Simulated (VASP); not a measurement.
# GaAs (F-43m) in VASP: further runs, part 2 of 3

VASP 6.6.1. The steps go on from the part before.

### 3 G0W0 quasiparticle levels, PBE

Input file POSCAR:

```
GaAs
1.0
    0.0000000000      2.8268500000      2.8268500000
    2.8268500000      0.0000000000      2.8268500000
    2.8268500000      2.8268500000      0.0000000000
As Ga
1 1
Direct
    0.7500000000      0.7500000000      0.7500000000
    0.0000000000      0.0000000000      0.0000000000
```

Input file INCAR.step1:

```
  PREC = Accurate
  ENCUT = 450
  EDIFF = 1E-8
  ISMEAR = 0
  SIGMA = 0.01
  LREAL = False
  LASPH = True
  NELM = 100
  ALGO = Fast
  LWAVE = True
  LCHARG = False
  GGA = PE
```

Input file INCAR.step2:

```
  PREC = Accurate
  ENCUT = 450
  EDIFF = 1E-8
  ISMEAR = 0
  SIGMA = 0.01
  LREAL = False
  LASPH = True
  NELM = 1
  ALGO = Exact
  LWAVE = True
  LCHARG = False
  GGA = PE
  NBANDS = 22
  LOPTICS = True
  ISTART = 1
```

Input file INCAR.step3:

```
  PREC = Accurate
  ENCUT = 450
  EDIFF = 1E-8
  ISMEAR = 0
  SIGMA = 0.01
  LREAL = False
  LASPH = True
  ALGO = EVGW0
  LWAVE = False
  LCHARG = False
  GGA = PE
  NELMGW = 1
  NBANDS = 22
  ENCUTGW = 50
  NOMEGA = 48
  PRECFOCK = Fast
  ISTART = 1
  NBANDSGW = 17
```

Input file KPOINTS:

```
Automatic mesh
0
Gamma
  3 3 3
```

Potentials or basis: VASP PAW PBE potentials, release 64 (As_GW, Ga_d_GW).

Command:

```console
cat potpaw_PBE.64/As_GW/POTCAR potpaw_PBE.64/Ga_d_GW/POTCAR > POTCAR
cp INCAR.step1 INCAR
mpirun -np 1 vasp_std > vasp.out
cp INCAR.step2 INCAR
mpirun -np 1 vasp_std > vasp.out
cp INCAR.step3 INCAR
mpirun -np 1 vasp_std > vasp.out
```

OUTCAR:

```text
PREC = Accurate
   ENCUT = 450
   EDIFF = 1E-8
   ISMEAR = 0
   LREAL = False
   LASPH = True
   GGA = PE
   NELMGW = 1
   ENCUTGW = 50
   PRECFOCK = Fast
   ISTART = 1

 Found      4 irreducible k-points:

 Following reciprocal coordinates:
            Coordinates               Weight
  0.000000  0.000000  0.000000      1.000000
  0.333333  0.000000  0.000000      8.000000
  0.333333  0.333333  0.000000      6.000000
 -0.333333  0.333333  0.000000     12.000000
   k-points           NKPTS =      4   k-points in BZ     NKDIM =     27   number of bands    NBANDS=     22
   number of dos      NEDOS =    301   number of ions     NIONS =      2
   total plane-waves  NPLWV =  21952
   dimension x,y,z NGX =    28 NGY =   28 NGZ =   28
   dimension x,y,z NGXF=    56 NGYF=   56 NGZF=   56
   ions per type =               1   1
   NGX,Y,Z   is equivalent  to a cutoff of  11.64, 11.64, 11.64 a.u.
   NGXF,Y,Z  is equivalent  to a cutoff of  23.29, 23.29, 23.29 a.u.
 SYSTEM =  unknown system
   PREC   = accura    normal or accurate (medium, high low for compatibility)
   ISTART =      1    job   : 0-new  1-cont  2-samecut
   ICHARG =      0    charge: 1-file 2-atom 10-const
   ISPIN  =      1    spin polarized calculation?
   LNONCOLLINEAR =      F non collinear calculations
   LSORBIT =      F    spin-orbit coupling
   LASPH  =      T    aspherical Exc in radial PAW
   ENCUT  =  450.0 eV  33.07 Ry    5.75 a.u.   6.91  6.91  6.91*2*pi/ulx,y,z
   NELM   =     60;   NELMIN=  2; NELMDL=  0     # of ELM steps
   EDIFF  = 0.1E-07   stopping-criterion for ELM
   LREAL  =      F    real-space projection
   EDIFFG = 0.1E-06   stopping-criterion for IOM
   NSW    =      0    number of steps for IOM
   IBRION =     -1    ionic relax: 0-MD 1-quasi-New 2-CG
   NFREE  =      0    steps in history (QN), initial steepest desc. (CG)
   ISIF   =      0    stress and relaxation
   ISYM   =      3    0-nonsym 1-usesym 2-fastsym
   POTIM  = 0.5000    time-step for ionic-motion
   TEBEG  =    0.0;   TEEND  =   0.0 temperature during run
   PSTRESS=    0.0 pullay stress
   NELECT =      18.0000    total number of electrons
   NUPDOWN=      -1.0000    fix difference up-down
   EMIN   =  10.00;   EMAX   =-10.00  energy-range for DOS
   EFERMI =   0.00;   METHOD = LEGACY
   ISMEAR =     0;   SIGMA  =   0.01  broadening in eV -4-tet -1-fermi 0-gaus
   EFERMI_NEDOS =   21; number of points for ismear=-14 and -15
   IALGO  =     38    algorithm
   IMIX   =      4    mixing-type and parameters
     AMIX     =   0.40;   BMIX     =  1.00
     AMIX_MAG =   1.60;   BMIX_MAG =  1.00
  volume/ion in A,a.u.               =      22.59       152.44
  Fermi-wavevector in a.u.,A,eV,Ry     =   1.204628  2.276417 19.743799  1.451128
  Thomas-Fermi vector in A             =   2.340347
   LORBIT       =      0    0 simple, 1 ext, 2 COOP (PROOUT), +10 PAW based schemes
   GGA     = PE    functional components
   LHFCALC =     T    Hartree Fock is set to
   PRECFOCK=fast      Normal, Fast or Accurate (Low or Medium for compatibility)
   ENCUT4O =  -1.0   cutoff for four orbital integrals eV
   NKREDX  =     1    reduce k-point grid by
   NKREDY  =     1    reduce k-point grid by
   NKREDZ  =     1    reduce k-point grid by
   AEXX    =    1.0000 exact exchange contribution
   HFSCREEN=    0.0000 screening length (either q_TF or 0.3 A-1)
   HFSCREENC=   0.0000 screening length for correlation (either q_TF or 0.3 A-1)
   ENCUTFOCK=  -1.0 apply spherical cutoff to Coloumb kernel
   IVDW    =     0    specifies the selected vdW correction
   LEPSILON=     F    determine dielectric tensor
   LRPA    =     F    only Hartree local field effects (RPA)
   LRPAFORCE           =     F    calculate RPA forces
   ENCUTGW             =  50.0    cutoff for response function in eV
   ENCUTGWSOFT         =  40.0    soft cutoff for Coulomb kernel in GW response function in eV
   ENCUTLF             =  -1.0    cutoff for local field effects
   NELMGW              =     1    number of iterations in solving QP/BSE equation
   NELMHF              =     1    number of iterations in the inner HF iteration
   NKREDLFX            =     1    NKREDLFY  =   1   NKREDLFZ  =   1
 non-spin polarized calculation
 Gauss-broadening in eV      SIGMA  =   0.01
  energy-cutoff  :      450.00
  volume of cell :       45.18
 maximum number of plane-waves:      1002
  NGX = 16; NGY = 16; NGZ = 16
   NGX = 13   NGY = 13   NGZ = 13
 maximum number of plane-waves:        39
 NGX is ok and might be reduce to    10

 QP shifts <psi_nk| G(iteration)W_0 |psi_nk>: iteration 1
 for sc-GW calculations column KS-energies equals QP-energies in previous step
 and V_xc(KS)=  KS-energies - (<T + V_ion + V_H > + <T+V_H+V_ion>^1  + <V_x>^1)

 k-point   1 :       0.0000    0.0000    0.0000
  band No.  KS-energies  QP-energies   sigma(KS)   V_xc(KS)     V^pw_x(r,r')   Z            occupation Imag(sigma)

      1     -10.9652     -14.6682     -27.1891     -21.7129     -35.0607       0.6762       2.0000       0.3236
      2     -10.9652     -14.6682     -27.1891     -21.7129     -35.0607       0.6762       2.0000       0.3236
      3     -10.9652     -14.6682     -27.1891     -21.7129     -35.0607       0.6762       2.0000       0.3236
      4     -10.8897     -14.6202     -27.3222     -21.8097     -35.1532       0.6767       2.0000       0.2860
      5     -10.8897     -14.6202     -27.3222     -21.8097     -35.1532       0.6767       2.0000       0.2860
      6      -8.7613      -8.6789     -11.0135     -11.1300     -18.0691       0.7069       2.0000       1.2604
[... 9 lines left out ...]
     16      14.0011      14.9491      -8.6028      -9.8151      -4.4894       0.7820       0.0000      -0.3293
     17      15.4490      16.1447      -6.7656      -7.6397      -2.1672       0.7960       0.0000      -0.5035

 k-point   2 :       0.3333    0.0000    0.0000
  band No.  KS-energies  QP-energies   sigma(KS)   V_xc(KS)     V^pw_x(r,r')   Z            occupation Imag(sigma)

      1     -11.0225     -14.6105     -26.7452     -21.4304     -34.6357       0.6751       2.0000       0.3495
      2     -10.9498     -14.6654     -27.2259     -21.7414     -35.0934       0.6775       2.0000       0.3209
      3     -10.9498     -14.6654     -27.2259     -21.7414     -35.0934       0.6775       2.0000       0.3209
      4     -10.8879     -14.6297     -27.3272     -21.8152     -35.1625       0.6788       2.0000       0.2850
      5     -10.8879     -14.6297     -27.3272     -21.8152     -35.1625       0.6788       2.0000       0.2850
      6      -7.6086      -7.5667     -11.6546     -11.7148     -18.3635       0.6964       2.0000       1.0317
[... 9 lines left out ...]
     16      13.5616      14.4005      -8.2109      -9.2856      -3.9861       0.7805       0.0000      -0.3648
     17      17.4297      18.6659      -7.8019      -9.3920      -3.0327       0.7774       0.0000      -0.7056

 k-point   3 :       0.3333    0.3333    0.0000
  band No.  KS-energies  QP-energies   sigma(KS)   V_xc(KS)     V^pw_x(r,r')   Z            occupation Imag(sigma)

      1     -11.0487     -14.6112     -26.6807     -21.3931     -34.5827       0.6738       2.0000       0.3548
      2     -10.9292     -14.6702     -27.2928     -21.7888     -35.1581       0.6797       2.0000       0.3173
      3     -10.9292     -14.6702     -27.2928     -21.7888     -35.1581       0.6797       2.0000       0.3173
      4     -10.9078     -14.6128     -27.2454     -21.7545     -35.0769       0.6748       2.0000       0.2870
      5     -10.8802     -14.6334     -27.3409     -21.8295     -35.1791       0.6810       2.0000       0.2823
      6      -7.1933      -7.1407     -11.7245     -11.7998     -18.2771       0.6983       2.0000       0.9617
[... 9 lines left out ...]
     16      17.0271      18.1888      -7.5800      -9.0752      -2.9007       0.7770       0.0000      -0.6404
     17      19.2178      20.2345      -7.1080      -8.3959      -2.4711       0.7894       0.0000      -0.8319

 k-point   4 :      -0.3333    0.3333    0.0000
  band No.  KS-energies  QP-energies   sigma(KS)   V_xc(KS)     V^pw_x(r,r')   Z            occupation Imag(sigma)

      1     -11.0523     -14.5960     -26.6203     -21.3600     -34.5293       0.6737       2.0000       0.3598
      2     -10.9358     -14.6631     -27.2613     -21.7622     -35.1196       0.6778       2.0000       0.3126
      3     -10.9284     -14.6746     -27.2902     -21.7908     -35.1572       0.6812       2.0000       0.3183
      4     -10.8975     -14.6228     -27.2947     -21.7897     -35.1296       0.6767       2.0000       0.2858
      5     -10.8864     -14.6328     -27.3225     -21.8146     -35.1595       0.6802       2.0000       0.2834
      6      -6.4238      -6.3625     -12.2197     -12.3079     -18.5480       0.6964       2.0000       0.8351
[... 9 lines left out ...]
     16      18.2111      19.4510      -7.3890      -8.9499      -2.7256       0.7944       0.0000      -0.7417
     17      18.6244      19.7276      -6.8990      -8.2679      -2.3578       0.8059       0.0000      -0.7554
```

Wall time 17 s (1 thread of Intel Xeon 6975P-C (Granite Rapids), shared host); peak memory 0.28 GiB.

These settings aren't checked as converged: the numbers below hold their error.

What came out:

```yaml
Band_gap_on_the_k_mesh_mean-field_level: 0.49 eV, direct
Quasiparticle_gap: 1.49 eV
Least_direct_quasiparticle_gap: 1.49 eV
```

Caveat: the k mesh is coarse (spacing up to 0.64 Å⁻¹), so the values aren't converged; bands, screening cutoff and mesh are small and nothing is extrapolated, so the quasiparticle values aren't converged.

### 4 G0W0 quasiparticle levels, PBE

POSCAR is that of step 3.

INCAR.step1 is that of step 3.

INCAR.step2 is that of step 3.

Edit INCAR.step3 of step 3 so:

```diff
@@ -13,3 +13,3 @@
   NBANDS = 22
-  ENCUTGW = 50
+  ENCUTGW = 150
   NOMEGA = 48
```

KPOINTS is that of step 3.

Potentials or basis: VASP PAW PBE potentials, release 64 (As_GW, Ga_d_GW).

Command:

```console
cat potpaw_PBE.64/As_GW/POTCAR potpaw_PBE.64/Ga_d_GW/POTCAR > POTCAR
cp INCAR.step1 INCAR
mpirun -np 1 vasp_std > vasp.out
cp INCAR.step2 INCAR
mpirun -np 1 vasp_std > vasp.out
cp INCAR.step3 INCAR
mpirun -np 1 vasp_std > vasp.out
```

OUTCAR:

```text
PREC = Accurate
   ENCUT = 450
   EDIFF = 1E-8
   ISMEAR = 0
   LREAL = False
   LASPH = True
   GGA = PE
   NELMGW = 1
   ENCUTGW = 150
   PRECFOCK = Fast
   ISTART = 1

 Found      4 irreducible k-points:

 Following reciprocal coordinates:
            Coordinates               Weight
  0.000000  0.000000  0.000000      1.000000
  0.333333  0.000000  0.000000      8.000000
  0.333333  0.333333  0.000000      6.000000
 -0.333333  0.333333  0.000000     12.000000
   k-points           NKPTS =      4   k-points in BZ     NKDIM =     27   number of bands    NBANDS=     22
   number of dos      NEDOS =    301   number of ions     NIONS =      2
   total plane-waves  NPLWV =  21952
   dimension x,y,z NGX =    28 NGY =   28 NGZ =   28
   dimension x,y,z NGXF=    56 NGYF=   56 NGZF=   56
   ions per type =               1   1
   NGX,Y,Z   is equivalent  to a cutoff of  11.64, 11.64, 11.64 a.u.
   NGXF,Y,Z  is equivalent  to a cutoff of  23.29, 23.29, 23.29 a.u.
 SYSTEM =  unknown system
   PREC   = accura    normal or accurate (medium, high low for compatibility)
   ISTART =      1    job   : 0-new  1-cont  2-samecut
   ICHARG =      0    charge: 1-file 2-atom 10-const
   ISPIN  =      1    spin polarized calculation?
   LNONCOLLINEAR =      F non collinear calculations
   LSORBIT =      F    spin-orbit coupling
   LASPH  =      T    aspherical Exc in radial PAW
   ENCUT  =  450.0 eV  33.07 Ry    5.75 a.u.   6.91  6.91  6.91*2*pi/ulx,y,z
   NELM   =     60;   NELMIN=  2; NELMDL=  0     # of ELM steps
   EDIFF  = 0.1E-07   stopping-criterion for ELM
   LREAL  =      F    real-space projection
   EDIFFG = 0.1E-06   stopping-criterion for IOM
   NSW    =      0    number of steps for IOM
   IBRION =     -1    ionic relax: 0-MD 1-quasi-New 2-CG
   NFREE  =      0    steps in history (QN), initial steepest desc. (CG)
   ISIF   =      0    stress and relaxation
   ISYM   =      3    0-nonsym 1-usesym 2-fastsym
   POTIM  = 0.5000    time-step for ionic-motion
   TEBEG  =    0.0;   TEEND  =   0.0 temperature during run
   PSTRESS=    0.0 pullay stress
   NELECT =      18.0000    total number of electrons
   NUPDOWN=      -1.0000    fix difference up-down
   EMIN   =  10.00;   EMAX   =-10.00  energy-range for DOS
   EFERMI =   0.00;   METHOD = LEGACY
   ISMEAR =     0;   SIGMA  =   0.01  broadening in eV -4-tet -1-fermi 0-gaus
   EFERMI_NEDOS =   21; number of points for ismear=-14 and -15
   IALGO  =     38    algorithm
   IMIX   =      4    mixing-type and parameters
     AMIX     =   0.40;   BMIX     =  1.00
     AMIX_MAG =   1.60;   BMIX_MAG =  1.00
  volume/ion in A,a.u.               =      22.59       152.44
  Fermi-wavevector in a.u.,A,eV,Ry     =   1.204628  2.276417 19.743799  1.451128
  Thomas-Fermi vector in A             =   2.340347
   LORBIT       =      0    0 simple, 1 ext, 2 COOP (PROOUT), +10 PAW based schemes
   GGA     = PE    functional components
   LHFCALC =     T    Hartree Fock is set to
   PRECFOCK=fast      Normal, Fast or Accurate (Low or Medium for compatibility)
   ENCUT4O =  -1.0   cutoff for four orbital integrals eV
   NKREDX  =     1    reduce k-point grid by
   NKREDY  =     1    reduce k-point grid by
   NKREDZ  =     1    reduce k-point grid by
   AEXX    =    1.0000 exact exchange contribution
   HFSCREEN=    0.0000 screening length (either q_TF or 0.3 A-1)
   HFSCREENC=   0.0000 screening length for correlation (either q_TF or 0.3 A-1)
   ENCUTFOCK=  -1.0 apply spherical cutoff to Coloumb kernel
   IVDW    =     0    specifies the selected vdW correction
   LEPSILON=     F    determine dielectric tensor
   LRPA    =     F    only Hartree local field effects (RPA)
   LRPAFORCE           =     F    calculate RPA forces
   ENCUTGW             = 150.0    cutoff for response function in eV
   ENCUTGWSOFT         = 120.0    soft cutoff for Coulomb kernel in GW response function in eV
   ENCUTLF             =  -1.0    cutoff for local field effects
   NELMGW              =     1    number of iterations in solving QP/BSE equation
   NELMHF              =     1    number of iterations in the inner HF iteration
   NKREDLFX            =     1    NKREDLFY  =   1   NKREDLFZ  =   1
 non-spin polarized calculation
 Gauss-broadening in eV      SIGMA  =   0.01
  energy-cutoff  :      450.00
  volume of cell :       45.18
 maximum number of plane-waves:      1002
  NGX = 16; NGY = 16; NGZ = 16
   NGX = 13   NGY = 13   NGZ = 13
 maximum number of plane-waves:       194

 QP shifts <psi_nk| G(iteration)W_0 |psi_nk>: iteration 1
 for sc-GW calculations column KS-energies equals QP-energies in previous step
 and V_xc(KS)=  KS-energies - (<T + V_ion + V_H > + <T+V_H+V_ion>^1  + <V_x>^1)

 k-point   1 :       0.0000    0.0000    0.0000
  band No.  KS-energies  QP-energies   sigma(KS)   V_xc(KS)     V^pw_x(r,r')   Z            occupation Imag(sigma)

      1     -10.9652     -13.8412     -25.9398     -21.7129     -35.0607       0.6804       2.0000       0.3664
      2     -10.9652     -13.8412     -25.9398     -21.7129     -35.0607       0.6804       2.0000       0.3664
      3     -10.9652     -13.8412     -25.9398     -21.7129     -35.0607       0.6804       2.0000       0.3664
      4     -10.8897     -13.7999     -26.0758     -21.8097     -35.1532       0.6822       2.0000       0.3311
      5     -10.8897     -13.7999     -26.0758     -21.8097     -35.1532       0.6822       2.0000       0.3311
      6      -8.7613      -8.6911     -11.0306     -11.1300     -18.0691       0.7052       2.0000       1.2616
[... 9 lines left out ...]
     16      14.0011      15.0152      -8.5210      -9.8151      -4.4894       0.7836       0.0000      -0.3519
     17      15.4490      16.1841      -6.7163      -7.6397      -2.1672       0.7962       0.0000      -0.5000
[... 46 lines left out ...]
      1     -11.0523     -13.7928     -25.4187     -21.3600     -34.5293       0.6752       2.0000       0.4019
      2     -10.9358     -13.8328     -26.0088     -21.7622     -35.1196       0.6822       2.0000       0.3544
      3     -10.9284     -13.8356     -26.0337     -21.7908     -35.1572       0.6852       2.0000       0.3586
      4     -10.8975     -13.8019     -26.0490     -21.7897     -35.1296       0.6819       2.0000       0.3304
      5     -10.8864     -13.8055     -26.0758     -21.8146     -35.1595       0.6850       2.0000       0.3270
      6      -6.4238      -6.3542     -12.2081     -12.3079     -18.5480       0.6976       2.0000       0.8258
[... 9 lines left out ...]
     16      18.2111      19.4566      -7.3815      -8.9499      -2.7256       0.7941       0.0000      -0.7493
     17      18.6244      19.7620      -6.8598      -8.2679      -2.3578       0.8079       0.0000      -0.7569
```

OUTCAR.step1:

```text
PREC = Accurate
   ENCUT = 450
   EDIFF = 1E-8
   ISMEAR = 0
   LREAL = False
[... 172 lines left out ...]
      4.24027      4.24027      4.24027        -0.000000      0.000000      0.000000
      0.00000      0.00000      0.00000         0.000000     -0.000000     -0.000000
 -----------------------------------------------------------------------------------
    total drift:                               -0.000016     -0.000016     -0.000016

  FREE ENERGIE OF THE ION-ELECTRON SYSTEM (eV)
  ---------------------------------------------------
  free  energy   TOTEN  =        -7.6601759757 eV

  energy  without entropy=       -7.6601759757  energy(sigma->0) =       -7.66017598
```

Wall time 17 s (1 thread of Intel Xeon 6975P-C (Granite Rapids), shared host); peak memory 0.27 GiB.

These settings aren't checked as converged: the numbers below hold their error.

Results:

```yaml
Band_gap_on_the_k_mesh_mean-field_level: 0.49 eV, direct
Quasiparticle_gap: 1.51 eV
Least_direct_quasiparticle_gap: 1.51 eV
```

Caveat: the k mesh is coarse (spacing up to 0.64 Å⁻¹), so the values aren't converged; bands, screening cutoff and mesh are small and nothing is extrapolated, so the quasiparticle values aren't converged.

[end of part 2 of 3]
